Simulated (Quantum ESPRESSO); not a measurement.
# TePb (Pm-3m) in Quantum ESPRESSO: notebook, part 2 of 2

Quantum ESPRESSO 7.5. Earlier steps stand in the parts before.

### 3 Phonons, PBEsol

The input, pw.in:

```
&CONTROL
  calculation = 'scf'
  prefix = 'pwscf'
  outdir = './tmp'
  pseudo_dir = './pseudo'
  tprnfor = .true.
  tstress = .true.
  disk_io = 'low'
/
&SYSTEM
  ibrav = 0
  nat = 2
  ntyp = 2
  ecutwfc = 45
  ecutrho = 360
  nbnd = 16
  input_dft = 'pbesol'
  occupations = 'smearing'
  smearing = 'mv'
  degauss = 0.01469973
/
&ELECTRONS
  conv_thr = 4d-10
  electron_maxstep = 120
  mixing_beta = 0.5
  mixing_ndim = 2
/
ATOMIC_SPECIES
Pb   207.2000 pb_pbe_v1.uspp.F.UPF
Te   127.6000 te_pbe_v1.uspp.F.UPF
CELL_PARAMETERS angstrom
   4.0022870000    0.0000000000    0.0000000000
   0.0000000000    4.0022870000    0.0000000000
   0.0000000000    0.0000000000    4.0022870000
ATOMIC_POSITIONS crystal
Pb     0.0000000000    0.0000000000    0.0000000000
Te     0.5000000000    0.5000000000    0.5000000000
K_POINTS automatic
4 4 4 1 1 1
```

The input, gamma.in:

```
&CONTROL
  calculation = 'bands'
  prefix = 'pwscf'
  outdir = './tmp'
  pseudo_dir = './pseudo'
  disk_io = 'low'
  verbosity = 'high'
/
&SYSTEM
  ibrav = 0
  nat = 2
  ntyp = 2
  ecutwfc = 45
  ecutrho = 360
  nbnd = 16
  input_dft = 'pbesol'
  occupations = 'smearing'
  smearing = 'mv'
  degauss = 0.01469973
/
&ELECTRONS
  conv_thr = 1d-08
  electron_maxstep = 120
  mixing_beta = 0.5
  mixing_ndim = 2
  diago_full_acc = .true.
  startingwfc = 'random'
/
ATOMIC_SPECIES
Pb   207.2000 pb_pbe_v1.uspp.F.UPF
Te   127.6000 te_pbe_v1.uspp.F.UPF
CELL_PARAMETERS angstrom
   4.0022870000    0.0000000000    0.0000000000
   0.0000000000    4.0022870000    0.0000000000
   0.0000000000    0.0000000000    4.0022870000
ATOMIC_POSITIONS crystal
Pb     0.0000000000    0.0000000000    0.0000000000
Te     0.5000000000    0.5000000000    0.5000000000
K_POINTS crystal
1
0.0 0.0 0.0 1
```

The input, scf2.in:

```
&CONTROL
  calculation = 'scf'
  prefix = 'pwscf'
  outdir = './tmp'
  pseudo_dir = './pseudo'
  tprnfor = .true.
  tstress = .true.
  disk_io = 'low'
/
&SYSTEM
  ibrav = 0
  nat = 2
  ntyp = 2
  ecutwfc = 45
  ecutrho = 360
  nbnd = 16
  input_dft = 'pbesol'
  occupations = 'fixed'
/
&ELECTRONS
  conv_thr = 1d-13
  electron_maxstep = 120
  mixing_beta = 0.5
  mixing_ndim = 2
  startingpot = 'file'
/
ATOMIC_SPECIES
Pb   207.2000 pb_pbe_v1.uspp.F.UPF
Te   127.6000 te_pbe_v1.uspp.F.UPF
CELL_PARAMETERS angstrom
   4.0022870000    0.0000000000    0.0000000000
   0.0000000000    4.0022870000    0.0000000000
   0.0000000000    0.0000000000    4.0022870000
ATOMIC_POSITIONS crystal
Pb     0.0000000000    0.0000000000    0.0000000000
Te     0.5000000000    0.5000000000    0.5000000000
K_POINTS automatic
4 4 4 1 1 1
```

The input, ph.in:

```
phonons of TePb
&INPUTPH
  prefix = 'pwscf'
  outdir = './tmp'
  tr2_ph = 1d-18
  fildyn = 'dyn'
  niter_ph = 90
  alpha_mix(1) = 0.7
/
0.0000000000 0.5000000000 0.0000000000
```

The input, relax_v0.99.in:

```
&CONTROL
  calculation = 'relax'
  prefix = 'pwscf'
  outdir = './tmp'
  pseudo_dir = './pseudo'
  tprnfor = .true.
  tstress = .true.
  disk_io = 'low'
  nstep = 30
  forc_conv_thr = 0.0001
  etot_conv_thr = 1d-06
/
&SYSTEM
  ibrav = 0
  nat = 2
  ntyp = 2
  ecutwfc = 45
  ecutrho = 360
  nbnd = 16
  input_dft = 'pbesol'
  occupations = 'fixed'
/
&ELECTRONS
  conv_thr = 1d-13
  electron_maxstep = 120
  mixing_beta = 0.5
  mixing_ndim = 2
/
&IONS
  ion_dynamics = 'bfgs'
/
ATOMIC_SPECIES
Pb   207.2000 pb_pbe_v1.uspp.F.UPF
Te   127.6000 te_pbe_v1.uspp.F.UPF
CELL_PARAMETERS angstrom
   3.9889013248    0.0000000000    0.0000000000
   0.0000000000    3.9889013248    0.0000000000
   0.0000000000    0.0000000000    3.9889013248
ATOMIC_POSITIONS crystal
Pb     0.0000000000    0.0000000000    0.0000000000
Te     0.5000000000    0.5000000000    0.5000000000
K_POINTS automatic
4 4 4 1 1 1
```

The input, ph_v0.99.in:

```
phonons at 0.99 of the volume
&INPUTPH
  prefix = 'pwscf'
  outdir = './tmp'
  tr2_ph = 1d-18
  fildyn = 'dyn_v0.99'
  niter_ph = 90
  alpha_mix(1) = 0.7
/
0.0000000000 0.5000000000 0.0000000000
```

The input, relax_v1.01.in:

```
&CONTROL
  calculation = 'relax'
  prefix = 'pwscf'
  outdir = './tmp'
  pseudo_dir = './pseudo'
  tprnfor = .true.
  tstress = .true.
  disk_io = 'low'
  nstep = 30
  forc_conv_thr = 0.0001
  etot_conv_thr = 1d-06
/
&SYSTEM
  ibrav = 0
  nat = 2
  ntyp = 2
  ecutwfc = 45
  ecutrho = 360
  nbnd = 16
  input_dft = 'pbesol'
  occupations = 'fixed'
/
&ELECTRONS
  conv_thr = 1d-13
  electron_maxstep = 120
  mixing_beta = 0.5
  mixing_ndim = 2
/
&IONS
  ion_dynamics = 'bfgs'
/
ATOMIC_SPECIES
Pb   207.2000 pb_pbe_v1.uspp.F.UPF
Te   127.6000 te_pbe_v1.uspp.F.UPF
CELL_PARAMETERS angstrom
   4.0155837322    0.0000000000    0.0000000000
   0.0000000000    4.0155837322    0.0000000000
   0.0000000000    0.0000000000    4.0155837322
ATOMIC_POSITIONS crystal
Pb     0.0000000000    0.0000000000    0.0000000000
Te     0.5000000000    0.5000000000    0.5000000000
K_POINTS automatic
4 4 4 1 1 1
```

The input, ph_v1.01.in:

```
phonons at 1.01 of the volume
&INPUTPH
  prefix = 'pwscf'
  outdir = './tmp'
  tr2_ph = 1d-18
  fildyn = 'dyn_v1.01'
  niter_ph = 90
  alpha_mix(1) = 0.7
/
0.0000000000 0.5000000000 0.0000000000
```

Potentials or basis: GBRV 1.5 PBE.

Command:

```console
> OMP_NUM_THREADS=1 pw.x -in pw.in > pw.out
> OMP_NUM_THREADS=1 pw.x -in gamma.in > gamma.out
> OMP_NUM_THREADS=1 pw.x -in scf2.in > scf2.out
> OMP_NUM_THREADS=1 ph.x -in ph.in > ph.out
> OMP_NUM_THREADS=1 pw.x -in relax_v0.99.in > relax_v0.99.out
> OMP_NUM_THREADS=1 ph.x -in ph_v0.99.in > ph_v0.99.out
> OMP_NUM_THREADS=1 pw.x -in relax_v1.01.in > relax_v1.01.out
> OMP_NUM_THREADS=1 ph.x -in ph_v1.01.in > ph_v1.01.out
```

pw.out:

```text
This program is part of the open-source Quantum ESPRESSO suite
     for quantum simulation of materials; please cite
         "P. Giannozzi et al., J. Phys.:Condens. Matter 21 395502 (2009);
         "P. Giannozzi et al., J. Phys.:Condens. Matter 29 465901 (2017);
         "P. Giannozzi et al., J. Chem. Phys. 152 154105 (2020);
     in publications or presentations arising from this work. More details at

     IMPORTANT: XC functional enforced from input :
     Exchange-correlation= PBESOL
                           (   1   4  10   8   0   0   0)
     Any further DFT definition will be discarded
     Please, verify this is what you really want

     Message from routine setup:
     using ibrav=0 with symmetry is DISCOURAGED, use correct ibrav instead

     G-vector sticks info
     --------------------
     sticks:   dense  smooth     PW     G-vecs:    dense   smooth      PW
     Sum        1641     821    241                49941    17557    2801

     Using Slab Decomposition

     bravais-lattice index     =            0
[... 198 lines left out ...]
     6.1309   7.9219  10.9465  12.4246  12.4246  13.6234  13.6234  16.5844
[... 13 lines left out ...]
    -8.8620  -8.8574  -8.8574  -8.7988  -8.7988  -1.7070   0.5687   5.2642
     5.3989   5.3989   8.2077   8.2077   9.7813  16.5919  18.1479  19.4348

     the Fermi energy is     8.0513 ev

!    total energy              =    -190.09820090 Ry
     estimated scf accuracy    <          1.4E-11 Ry
     smearing contrib. (-TS)   =      -0.00040369 Ry
     internal energy E=F+TS    =    -190.09779722 Ry

     The total energy is F=E-TS. E is the sum of the following terms:
     one-electron contribution =     -41.27375109 Ry
     hartree contribution      =      33.18089921 Ry
     xc contribution           =     -77.15838562 Ry
     ewald contribution        =    -104.84655973 Ry

     convergence has been achieved in  11 iterations

     negative rho (up, down):  1.604E-02 0.000E+00

     Forces acting on atoms (cartesian axes, Ry/au):

     atom    1 type  1   force =     0.00000000    0.00000000    0.00000000
     atom    2 type  2   force =     0.00000000    0.00000000    0.00000000

     Total force =     0.000000     Total SCF correction =     0.000000

     Computing stress (Cartesian axis) and pressure

     negative rho (up, down):  1.604E-02 0.000E+00
          total   stress  (Ry/bohr**3)                   (kbar)     P=      -24.70
  -0.00016792   0.00000000   0.00000000          -24.70        0.00        0.00
   0.00000000  -0.00016792   0.00000000            0.00      -24.70        0.00
   0.00000000   0.00000000  -0.00016792            0.00        0.00      -24.70

=------------------------------------------------------------------------------=
   JOB DONE.
=------------------------------------------------------------------------------=
```

gamma.out:

```text
This program is part of the open-source Quantum ESPRESSO suite
     for quantum simulation of materials; please cite
         "P. Giannozzi et al., J. Phys.:Condens. Matter 21 395502 (2009);
         "P. Giannozzi et al., J. Phys.:Condens. Matter 29 465901 (2017);
         "P. Giannozzi et al., J. Chem. Phys. 152 154105 (2020);
     in publications or presentations arising from this work. More details at
[... 597 lines left out ...]

    -8.8963  -8.8963  -8.8123  -8.8123  -8.8123  -3.9616   1.4135   6.6445
     6.6445   6.6445  12.0874  12.0874  13.4494  13.4494  13.4494  16.5650

=------------------------------------------------------------------------------=
   JOB DONE.
=------------------------------------------------------------------------------=
```

scf2.out:

```text
This program is part of the open-source Quantum ESPRESSO suite
     for quantum simulation of materials; please cite
         "P. Giannozzi et al., J. Phys.:Condens. Matter 21 395502 (2009);
         "P. Giannozzi et al., J. Phys.:Condens. Matter 29 465901 (2017);
         "P. Giannozzi et al., J. Chem. Phys. 152 154105 (2020);
[... 239 lines left out ...]
   0.00000000  -0.00015612   0.00000000            0.00      -22.97        0.00
   0.00000000   0.00000000  -0.00015612            0.00        0.00      -22.97

=------------------------------------------------------------------------------=
   JOB DONE.
=------------------------------------------------------------------------------=
```

Wall time 5.2 min (1 thread of Arm Neoverse V1, shared host); peak memory 0.2 GiB.

What came out:

```
Free energy                                 : -2586.4193 eV
Pressure after relaxing                     : -2.3 GPa
Highest phonon frequency at the q point run : 86 cm⁻¹
```

Phonon frequencies in cm⁻¹ (negative: imaginary):
```
              q point          frequencies
(0.000, 0.500, 0.000)  -12 -12 16 16 75 86
```

Phonon modes at q = (0.000, 0.500, 0.000) in reciprocal lattice units:
| mode | symmetry | cm⁻¹ |
| --- | --- | --- |
| 1 | E_g | -12 |
| 2 | E_g | -12 |
| 3 | E_u | 16 |
| 4 | E_u | 16 |
| 5 | A_2u | 75 |
| 6 | A_1g | 86 |

Mode Grüneisen parameters of phonons at q = (0.000, 0.500, 0.000) in reciprocal lattice units, in order of frequency: n/a, n/a, n/a, n/a, 1.49, 1.71

Frequencies at 99 % and 101 % of the volume (pressures -1.9 and -2.7 GPa), ions relaxed:
```
mode  99 % (cm⁻¹)  101 % (cm⁻¹)  Grüneisen parameter
   5         76.0          73.7                 1.49
   6         87.1          84.2                 1.71
```

Caveat: the potentials were made for another functional, which shifts forces and pressure; some modes are imaginary; this smearing can shift energies of a crystal with a gap.
